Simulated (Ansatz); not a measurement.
# CoO (Fm-3m) in Ansatz: notebook

The runs below take CoO through Born charges and dielectric tensor, elastic constants, with PBEsol+U, PBEsol.

Program: Ansatz 0.2.0. These are calculated values, not measurements. Logs are shortened: lines on timing, memory, paths and dates and some standing lists are left out, and cuts for length are marked.

**Measured values to compare with.**

From “Optical Spectroscopy in CoO: Phonons, Electric, and Magnetic Excitations”, 2008, arxiv:0809.0997, for a bulk crystal of CoO at 300 K: high-frequency dielectric constant 5.

The runs below are set against these values where they give the same quantity.

## Step 1: The structure

The structure is cubic, space group Fm-3m (No. 225). The conventional cell has a = 4.263 Å, b = 4.263 Å, c = 4.263 Å, α = 90.00°, β = 90.00°, γ = 90.00°. Around Co (site symmetry m-3m) lie 6 O at 2.13 Å. Around O (site symmetry m-3m) lie 6 Co at 2.13 Å.

## Step 2: Born charges and dielectric tensor, PBEsol+U, collinear spin, ferromagnetic start

Input file input.yaml:

```yaml
crystal:
  lattice:
    - [0.0, 2.1315, 2.1315]
    - [2.1315, 0.0, 2.1315]
    - [2.1315, 2.1315, 0.0]
  atoms:
    - { symbol: Co, position: [0.0, 0.0, 0.0], spin: 2.0 }
    - { symbol: O, position: [0.5, 0.5, 0.5] }
hamiltonian:
  xc: pbesol
  pseudopotentials: { kind: paw }
  hubbard: { sites: [{ species: Co, l: d, u_eff: 3.5 }] }
magnetization:
  spin_polarized: true
kpoints:
  mp_grid: { grid: [11, 11, 11] }
scf:
  occupations: { method: fermi_dirac, width: 0.02 }
output:
  eigenvalues: true
dielectric:
  method: response
```

Potentials or basis: Ansatz PAW.

The run is started by

```bash
$ ansatz run input.yaml --threads 2 --pin off --max-ram 5632MiB --backend cpu --events-out ev --progress --plain --runs-dir out
```

Log:

```text
Warning: RAYON_NUM_THREADS=2 ignored (pool sized by the plan → 2); use --threads N
Co: projections on atomic orbitals take those of the free atom [Ne] 3s2 3p6 3d7 4s2, of charge +0.00 (hamiltonian.pseudopotentials.projection_atoms); the dataset's partial waves leave at most 1.4e-6 of an orbital's norm unspanned inside its sphere
O: projections on atomic orbitals take those of the free atom [He] 2s2 2p4, of charge +0.00 (hamiltonian.pseudopotentials.projection_atoms); the dataset's partial waves leave at most 1.9e-8 of an orbital's norm unspanned inside its sphere
Engine: ansatz 0.2.0, aarch64-unknown-linux-gnu
Pseudopotentials: kind: paw
Pseudopotential: Co, paw, valence charge 17, recommended cutoff 420 eV (normal), Co.paw.azcp
Pseudopotential: O, paw, valence charge 6, recommended cutoff 420 eV (normal), O.paw.azcp
Functional definition: PBEsol
  exchange = pbesol_x
  correlation = pbesol_c
Crystal: 2 atoms, lattice volume = 19.368 Å³
Basis set: ecut = 420 eV, 339 PW (Γ), exchange–correlation on 48×48×48 points (8 copies of the dense FFT grid, shifted against one another)
Bands: 17, of which v1, the nominal top of the filled ones, is band 12 counted from 1 (11 counted from 0)
Symmetry: 48 space group operations
Space group: Fm-3m (ITA 225), of the structure as read, at distance tolerance 2.7e-5 Å
Magnetic group: BNS 225.116 (UNI 1618), of the structure as read, at distance tolerance 2.7e-5 Å
k-points: 56 of 1331
Non-local potential: Co, projectors of the file, l = 0: 3, l = 1: 2, l = 2: 3, l = 3: 1
Non-local potential: O, projectors of the file, l = 0: 2, l = 1: 2, l = 2: 1
PAW form: soft (Blöchl's): semilocal exchange-correlation on the pseudo side does not see the compensation charge
PAW frozen core: Co, regenerated for the run's functional, and the local potential with it (the file was generated under x = pbe(κ = 0.804, μ = 0.2195149727645171), c = pbe(β = 0.06672455060314922))
PAW frozen core: O, regenerated for the run's functional, and the local potential with it (the file was generated under x = pbe(κ = 0.804, μ = 0.2195149727645171), c = pbe(β = 0.06672455060314922))
PAW one-centre angular grid: Co, 590 points (default); XC on 64 Gauss nodes
PAW one-centre angular grid: O, 110 points (default); XC on 64 Gauss nodes
Initial density: superposition of atomic densities (chi_scale 0.1, normalization cell, long waves kept (reshape's long-wave potential 0.00 eV rms))
Starting moments: Σ|m| = 2 μB on 1 of 2 sites
Initial wavefunctions: pseudopotential atomic-orbital guess
Functional: x = pbesol(κ = 0.804, μ = 0.12345679012345678), c = pbesol(β = 0.046)
SCF 1 converged in 13 iterations: F = -5650.605919 eV  dr2 = 5.72e-10
Symmetry: 12 space group operations
k-points: 146 of 1331
Initial density: read from a saved state, or passed on in memory by an earlier SCF of this step, an earlier step, the calling program or the single point that the run made first
Starting moments: Σ|m| = 2 μB on 1 of 2 sites; this step starts from the density that it was given
SCF 2 converged in 5 iterations: F = -5651.386597 eV  dr2 = 1.87e-8
SCF 3 converged in 2 iterations: F = -5651.386597 eV  dr2 = 6.18e-9
Symmetry: 4 space group operations
k-points: 366 of 1331
Initial wavefunctions: those read from a saved state, or passed on in memory by an earlier step or the calling program
k-points: 366 of 1331 (irreducible under 2 space group operations, time reversal used)
Stability of the state it starts from, as read at its close in the collinear treatment: not read negative (lowest Ritz value 0.44 of the free energy's curvature over one without interaction, by its minimisation under the symmetry group of the SCF that read it); nothing settles its magnetic order
iter 1 solved again at ethr=8.93e-9 eV; its pass at ethr=3.10e-3 eV (dr2=2.05e-6 eV) is discarded
SCF iter   1: F=—  HF=-5651.386597 eV  |F-HF|=—  |Δ(HF+E_count)|=         —  Δρ=7.67e-6 (↑5.63e-6 ↓7.67e-6)  dr2=6.24e-9  dr2_m=3.87e-9  M=3.000 μB ∫|m|=3.007 μB  β_m=0.30  ethr=8.93e-9  ⟨swp⟩=3.1  Hψ=94760  notcnv=0
preconditioner: auto → none  [insulator: Δε(μ)=1.241 eV  Ē_g=14.683 eV  σ=0.020 eV  W_gap=1.00  n_scr=8 (ndim 8)  ℏωp=32.7 eV  f_vac=0.000  D(μ)=0.00/eV (n_scr^D=0)  ε∞_Penn≈6.0]
SCF iter   2: F=—  HF=-5651.386597 eV  |F-HF|=—  |Δ(HF+E_count)|=   3.52e-9  Δρ=5.17e-6 (↑3.77e-6 ↓5.17e-6)  dr2=1.89e-9  dr2_m=2.08e-9  M=3.000 μB ∫|m|=3.007 μB  β_m=0.52  ethr=2.71e-11  ⟨swp⟩=2.1  Hψ=17667  notcnv=0
SCF iter   3: F=—  HF=-5651.386597 eV  |F-HF|=—  |Δ(HF+E_count)|=         —  Δρ=3.51e-6 (↑2.61e-6 ↓3.51e-6)  dr2=2.72e-9  dr2_m=5.43e-10  M=3.000 μB ∫|m|=3.007 μB  β_m=1.00  ethr=8.20e-12  ⟨swp⟩=2.0  Hψ=19033  notcnv=0
Mixer restart at iter 3: flushing history
SCF iter   4: F=—  HF=-5649.962898 eV  |F-HF|=—  |Δ(HF+E_count)|=         —  Δρ=3.89e-2 (↑5.08e-6 ↓3.89e-2)  dr2=1.18e-1  dr2_m=6.72e-2  M=3.000 μB ∫|m|=3.009 μB  ethr=2.17e-4  ⟨swp⟩=1.5  Hψ=13703  notcnv=0
Mixer restart at iter 4: flushing history
SCF iter   5: F=—  HF=-5651.386597 eV  |F-HF|=—  |Δ(HF+E_count)|=         —  Δρ=4.15e-6 (↑2.94e-6 ↓4.15e-6)  dr2=5.53e-9  dr2_m=4.13e-10  M=3.000 μB ∫|m|=3.007 μB  β_m=0.52  ethr=8.20e-12  ⟨swp⟩=5.0  Hψ=52143  notcnv=0
SCF iter   6: F=—  HF=-5651.386597 eV  |F-HF|=—  |Δ(HF+E_count)|=  7.88e-10  Δρ=4.25e-6 (↑2.95e-6 ↓4.25e-6)  dr2=7.06e-9  dr2_m=1.60e-10  M=3.000 μB ∫|m|=3.007 μB  β_m=0.39  ethr=8.20e-12  ⟨swp⟩=2.0  Hψ=26718  notcnv=0
SCF iter   7: F=—  HF=-5651.386597 eV  |F-HF|=—  |Δ(HF+E_count)|=   1.61e-9  Δρ=1.12e-6 (↑6.58e-7 ↓1.12e-6)  dr2=5.44e-11  dr2_m=1.04e-10  M=3.000 μB ∫|m|=3.007 μB  β_m=0.70  ethr=1.00e-12  ⟨swp⟩=1.7  Hψ=35447  notcnv=0
SCF iter   8: F=-5651.386597 eV  HF=-5651.386597 eV  |F-HF|=9.09e-13  |Δ(HF+E_count)|=  1.93e-10  Δρ=2.81e-7 (↑1.45e-7 ↓2.81e-7)  dr2=9.29e-12  dr2_m=3.25e-12  M=3.000 μB ∫|m|=3.007 μB  ethr=1.00e-12  ⟨swp⟩=2.0  Hψ=23812  notcnv=0
SCF 4 converged in 8 iterations: F = -5651.386597 eV  dr2 = 9.29e-12
NSCF: frozen V_eff on 7 k-points
DFPT response loops at Γ: preconditioner auto → none (the input reference at scf.mixing.eps_inf says where Resta's filter doesn't serve); β = 0.30; Broyden in place of MSR1
── the response to a field inside a basis, on 12×12×12 k-points: an SCF that follows is theirs, and a resumed run solves both again ──
Bands: 14, of which v1, the nominal top of the filled ones, is band 12 counted from 1 (11 counted from 0)
k-points: 182 of 1728
Initial density: handed on by an earlier stage of this run
Initial wavefunctions: pseudopotential atomic-orbital guess (no wavefunctions were taken with the density)
Eigensolver: Dense (364 Hₖ)
SCF iter   1: F=—  HF=-5651.391945 eV  |F-HF|=—  |Δ(HF+E_count)|=         —  Δρ=7.26e-4 (↑5.71e-4 ↓7.26e-4)  dr2=3.84e-5  dr2_m=7.50e-6  M=3.000 μB ∫|m|=3.007 μB  β_m=0.30  ethr=1.00e-1
preconditioner: auto → none  [insulator: Δε(μ)=1.268 eV  Ē_g=10.045 eV  σ=0.020 eV  W_gap=1.00  n_scr=8 (ndim 8)  ℏωp=32.7 eV  f_vac=0.000  D(μ)=0.00/eV (n_scr^D=0)  ε∞_Penn≈11.6]
SCF iter   2: F=—  HF=-5651.391939 eV  |F-HF|=—  |Δ(HF+E_count)|=   6.05e-6  Δρ=4.82e-4 (↑3.89e-4 ↓4.82e-4)  dr2=3.09e-5  dr2_m=3.74e-6  M=3.000 μB ∫|m|=3.007 μB  β_m=0.53  ethr=1.67e-7
SCF iter   3: F=—  HF=-5651.391953 eV  |F-HF|=—  |Δ(HF+E_count)|=   1.44e-5  Δρ=3.93e-4 (↑2.47e-4 ↓3.93e-4)  dr2=4.14e-5  dr2_m=1.43e-6  M=3.000 μB ∫|m|=3.007 μB  β_m=0.44  ethr=1.34e-7
SCF iter   4: F=—  HF=-5651.391944 eV  |F-HF|=—  |Δ(HF+E_count)|=   9.40e-6  Δρ=4.99e-5 (↑3.80e-5 ↓4.99e-5)  dr2=2.23e-7  dr2_m=1.25e-7  M=3.000 μB ∫|m|=3.007 μB  β_m=0.55  ethr=1.34e-7
Mixer restart at iter 4: flushing history
SCF iter   5: F=—  HF=-5649.755442 eV  |F-HF|=—  |Δ(HF+E_count)|=         —  Δρ=3.93e-3 (↑4.24e-5 ↓3.93e-3)  dr2=8.59e-4  dr2_m=6.93e-4  M=3.000 μB ∫|m|=3.010 μB  β_m=1.00  ethr=9.68e-10
Mixer restart at iter 5: flushing history
SCF iter   6: F=—  HF=-5651.392750 eV  |F-HF|=—  |Δ(HF+E_count)|=    1.64e0  Δρ=4.47e-3 (↑2.13e-3 ↓4.47e-3)  dr2=4.43e-3  dr2_m=3.10e-4  M=3.000 μB ∫|m|=3.008 μB  β_m=0.55  ethr=2.17e-4
SCF iter   7: F=—  HF=-5651.393156 eV  |F-HF|=—  |Δ(HF+E_count)|=   4.07e-4  Δρ=3.66e-3 (↑3.33e-3 ↓3.66e-3)  dr2=5.74e-3  dr2_m=1.07e-4  M=3.000 μB ∫|m|=3.008 μB  β_m=0.43  ethr=1.93e-5
SCF iter   8: F=—  HF=-5651.391757 eV  |F-HF|=—  |Δ(HF+E_count)|=   1.40e-3  Δρ=1.31e-3 (↑3.39e-4 ↓1.31e-3)  dr2=1.34e-4  dr2_m=8.45e-5  M=3.000 μB ∫|m|=3.007 μB  β_m=0.57  ethr=1.93e-5
SCF iter   9: F=—  HF=-5651.391894 eV  |F-HF|=—  |Δ(HF+E_count)|=   1.37e-4  Δρ=7.44e-4 (↑3.57e-4 ↓7.44e-4)  dr2=1.02e-4  dr2_m=1.76e-5  M=3.000 μB ∫|m|=3.007 μB  β_m=0.54  ethr=5.84e-7
SCF iter  10: F=—  HF=-5651.391930 eV  |F-HF|=—  |Δ(HF+E_count)|=   3.59e-5  Δρ=2.25e-4 (↑9.06e-5 ↓2.25e-4)  dr2=1.64e-6  dr2_m=4.12e-6  M=3.000 μB ∫|m|=3.007 μB  β_m=0.77  ethr=4.42e-7
SCF iter  11: F=—  HF=-5651.391944 eV  |F-HF|=—  |Δ(HF+E_count)|=         —  Δρ=5.66e-5 (↑4.68e-5 ↓5.66e-5)  dr2=1.64e-7  dr2_m=3.41e-7  M=3.000 μB ∫|m|=3.007 μB  β_m=1.00  ethr=7.13e-9
Mixer restart at iter 11: flushing history
SCF iter  12: F=—  HF=-5649.967817 eV  |F-HF|=—  |Δ(HF+E_count)|=         —  Δρ=3.85e-2 (↑2.38e-5 ↓3.85e-2)  dr2=1.17e-1  dr2_m=6.57e-2  M=3.000 μB ∫|m|=3.009 μB  ethr=2.17e-4
Mixer restart at iter 12: flushing history
SCF iter  13: F=—  HF=-5651.391944 eV  |F-HF|=—  |Δ(HF+E_count)|=         —  Δρ=4.68e-5 (↑4.68e-5 ↓2.83e-5)  dr2=6.75e-8  dr2_m=2.29e-7  M=3.000 μB ∫|m|=3.007 μB  β_m=0.77  ethr=7.12e-10
SCF iter  14: F=—  HF=-5651.391944 eV  |F-HF|=—  |Δ(HF+E_count)|=   1.59e-7  Δρ=3.19e-5 (↑1.02e-5 ↓3.19e-5)  dr2=1.37e-7  dr2_m=3.60e-8  M=3.000 μB ∫|m|=3.007 μB  β_m=0.83  ethr=2.93e-10
SCF iter  15: F=—  HF=-5651.391944 eV  |F-HF|=—  |Δ(HF+E_count)|=   1.32e-7  Δρ=3.64e-5 (↑3.22e-5 ↓3.64e-5)  dr2=5.23e-7  dr2_m=1.55e-8  M=3.000 μB ∫|m|=3.007 μB  β_m=0.62  ethr=2.93e-10  recentre
SCF iter  16: F=-5651.391944 eV  HF=-5651.391944 eV  |F-HF|=2.98e-8  |Δ(HF+E_count)|=   1.13e-7  Δρ=1.02e-5 (↑8.07e-6 ↓1.02e-5)  dr2=3.92e-8  dr2_m=2.47e-9  M=3.000 μB ∫|m|=3.007 μB  ethr=2.93e-10
SCF 1 converged in 16 iterations: F = -5651.391944 eV  dr2 = 3.92e-8
DFPT response loops at Γ: mixed as the last ones told, above
SCF converged after 8 iterations
Magnetization: 3.0000 μB (13.0000 up, 10.0000 down)
Absolute magnetization: 3.0056 μB (∫|ρ↑−ρ↓|, with the PAW one-centre terms)
Spin contamination: 0.0035 ħ² per cell (⟨S²⟩ above its minimum at these occupations)
Per-site moments (μB) at R_I (Å): [(2.5960395025548744, 0.87924375), (0.23581489138683742, 0.87924375)]
Free energy (F): -5651.386597 eV
Harris-Foulkes:  -5651.386597 eV  (|F-HF|=9.09e-13)
Internal energy: -5651.386597 eV  (E = F + TS)
E sigma→0 (E₀):  -5651.386597 eV
Fermi energy:    13.890818 eV
--- Per-component energies (eV) ---
  E_band       = -320.082612
  E_kinetic    = 616.322028
  E_local      = -3433.666499  (includes V_loc(G=0)·N_el)
  E_nonlocal   = 516.292683
  E_hartree    = 1405.588619
  E_xc         = -226.246867
  E_vxc        = -292.237107  (∫ρ·V_xc dr)
  E_hubbard    = 0.561044  (on-site DFT+U / exact-exchange correction)
  E_vhub       = -11.630115  (the Hubbard potential's part of the band-sum identity)
  E_paw        = -1638.398754  (= ΣΔE_a)
  E_vpaw       = -526.343543  (= ΣTr[D̂ρ^β])
  E_aug_tail   = 0.002508  (compensation charges beyond the density's cutoff)
  E_ewald      = -2892.065066
  E_core_change = 0.223707  (= ΣΔE_core)
  E_smearing   = -0.000000  (= −TS)
  E_closure    = 0.000000  (closes the sum)
  Σ components = -5651.386597   (vs F -5651.386597, Δ=0.00e0)
--- Band table (eV; the first three rows and the last of 732) ---
  k-point 0 ↑: bands = ["-83.1309", "-47.0770", "-46.2461", "-46.2461", "-6.1788", "7.8006", "8.4664", "8.4664", "9.0622", "9.0622", "10.8536", "10.9128", "10.9128", "14.5633", "30.1066", "31.2286", "31.5914"]
  k-point 1 ↑: bands = ["-83.1307", "-47.0777", "-46.2488", "-46.2465", "-6.0882", "7.7860", "8.2460", "8.2569", "8.8619", "9.0740", "10.5387", "11.1429", "11.2107", "15.1948", "28.5482", "30.9659", "31.2803"]
  k-point 2 ↑: bands = ["-83.1301", "-47.0795", "-46.2562", "-46.2476", "-5.8350", "7.5188", "7.7502", "7.8251", "8.3636", "9.1988", "10.2390", "11.7437", "11.8291", "16.4336", "26.4120", "29.8757", "30.1444"]
  k-point 365 ↓: bands = ["-79.9135", "-43.6069", "-43.3019", "-43.2696", "-4.4135", "6.0467", "8.9874", "9.4375", "12.2052", "12.3080", "15.4315", "16.9743", "17.1801", "19.5517", "23.7276", "26.8083", "27.7138"]
Occupation matrices written to <dir>
--- Dielectric response (ions clamped): 3 representative field directions + reference, inside a basis on a mesh of 1728 k-points (Σ response iterations 15) ---
  ε∞ (high-frequency dielectric tensor):
        5.850840     0.027204     0.027204
        0.027204     5.850840     0.027204
        0.027204     0.027204     5.850840
  Born effective charges Z* (e; rows j = field, columns β = displacement):
    site 0:
         2.39495    0.08701    0.08701
         0.08701    2.39495    0.08701
         0.08701    0.08701    2.39495
    site 1:
        -2.39495   -0.08701   -0.08701
        -0.08701   -2.39495   -0.08701
        -0.08701   -0.08701   -2.39495
  Z* charge neutrality: 1.055e-3 e pre-enforcement
  solved inside a basis spanned on kpoints, on 12×12×12 k-points, its susceptibility summed on 16×16×16: ε∞ is read to err by 1.5e-2, Z* by 1.8e-2 e (field_mesh: kpoints solves on kpoints); Z* is corrected for what the basis lacks
```

It took 3.1 min on 2 threads of Arm Neoverse V1, shared host; peak memory 1.3 GiB.

What came out:

- Free energy: -5651.3866 eV
- Band gap on the k mesh: 1.24 eV, indirect (least direct gap 2.08 eV)
- Net moment: 3.00 μB per cell
- Absolute moment: 3.01 μB per cell
- Site moments: Co +2.60; O +0.24 μB
- Electronic dielectric tensor (diagonal): 5.85
- Born charges (mean of the diagonal): Co +2.40; O -2.40 e

Electronic dielectric tensor:
```
5.85 0.03 0.03
0.03 5.85 0.03
0.03 0.03 5.85
```

Born effective charge tensors (e):
atom 1, Co
```
2.40 0.09 0.09
0.09 2.40 0.09
0.09 0.09 2.40
```
atom 2, O
```
-2.40 -0.09 -0.09
-0.09 -2.40 -0.09
-0.09 -0.09 -2.40
```

Eigenvalues of the final occupation matrices:
```csv
site,spin,trace,eigenvalues
site 1,1,4.99,1.00 1.00 1.00 1.00 1.00
site 1,2,2.30,0.05 0.13 0.13 0.99 0.99
```

Caveat: the magnetic or orbital state may not be the lowest; odd divisions of the mesh miss points on the zone boundary, where band edges often lie, so the gap on the mesh can be too wide; a cell with one magnetic atom can't hold antiferromagnetic order, which such compounds often take; the PAW data sets come from PBE, with cores solved anew for the run's functional, which leaves a small shift of forces and pressure. The state reached can hang on the start; a lower one may exist.

## Step 3: Elastic constants, PBEsol, collinear spin, ferromagnetic start

Input file input.yaml:

```yaml
crystal:
  lattice:
    - [0.0, 2.1315, 2.1315]
    - [2.1315, 0.0, 2.1315]
    - [2.1315, 2.1315, 0.0]
  atoms:
    - { symbol: Co, position: [0.0, 0.0, 0.0], spin: 2.0 }
    - { symbol: O, position: [0.5, 0.5, 0.5] }
hamiltonian:
  xc: pbesol
  pseudopotentials: { kind: paw }
magnetization:
  spin_polarized: true
kpoints:
  mp_grid: { grid: [8, 8, 8] }
scf:
  occupations: { method: fermi_dirac, width: 0.05 }
output:
  forces: true
  stress: true
elastic:
  mode: clamped_ion
  stencil: two_point
```

Potentials or basis: Ansatz PAW.

The run is started by

```bash
$ ansatz run input.yaml --threads 2 --pin off --max-ram 5632MiB --backend cpu --events-out ev --progress --plain --runs-dir out
```

Wall time 11 s (2 threads of Arm Neoverse V1, shared host); peak memory 0.34 GiB.

The run converged. Its results:

```
Free energy                                 : -5652.2571 eV
Pressure                                    : -11.1 GPa
Band gap on the k mesh                      : none (metal or under the smearing width)
Net moment                                  : 2.93 μB per cell
Absolute moment                             : 2.95 μB per cell
Site moments                                : Co +2.49; O +0.33 μB
Clamped-ion elastic constants C11, C12, C44 : 147, 142, -19 GPa
Voigt bulk modulus                          : 144 GPa
```

Levels at points of the mesh, in eV from the Fermi level:
Spin up:
```tsv
k point	band 11	band 12	band 13	band 14	band 15	band 16
(0.00, 0.00, 0.00)	-3.16	-3.16	-3.16	0.73	16.42	17.76
(0.00, 0.00, -0.50)	-1.89	0.04	0.04	4.75	9.07	13.08
(0.00, -0.50, -0.50)	-2.44	-2.14	-2.14	5.57	9.52	11.37
```
Spin down:
```
             k point  band 8  band 9  band 10  band 11  band 12  band 13
  (0.00, 0.00, 0.00)   -2.68   -1.11    -1.11    -1.11    -0.12    -0.12
 (0.00, 0.00, -0.50)   -4.77   -0.12    -0.12     0.18     2.56     2.56
(0.00, -0.50, -0.50)   -3.96   -2.28     0.16     0.16     0.36     0.82
```

Elastic tensor in Voigt notation (GPa, ions clamped, in the Cartesian axes of the cell as first typed):
```
147 142 142   0   0   0
142 147 142   0   0   0
142 142 147   0   0   0
  0   0   0 -19   0   0
  0   0   0   0 -19   0
  0   0   0   0   0 -19
```

Caveat: the cell is more than 3 GPa from zero pressure, which shifts response properties; the elastic tensor has a negative eigenvalue, so either the cell is unstable as it stands or the mesh is too thin; the pressure holds a Pulay correction of +0.8 GPa for the finite cutoff; a cell with one magnetic atom can't hold antiferromagnetic order, which such compounds often take; semilocal functionals often make such compounds metallic where correlation or magnetic order opens a gap, which also shifts bond lengths; the PAW data sets come from PBE, with cores solved anew for the run's functional, which leaves a small shift of forces and pressure. With open d or f shells a metallic result of PBEsol can be an artefact of self-interaction; +U or a hybrid may open a gap.

## Step 4: Against experiment

Step 2. Measured high-frequency dielectric constant of CoO: 5 (300 K; “Optical Spectroscopy in CoO: Phonons, Electric, and Magnetic Excitations”, 2008, arxiv:0809.0997). This calculation gives 5.85 (+17.0 %).
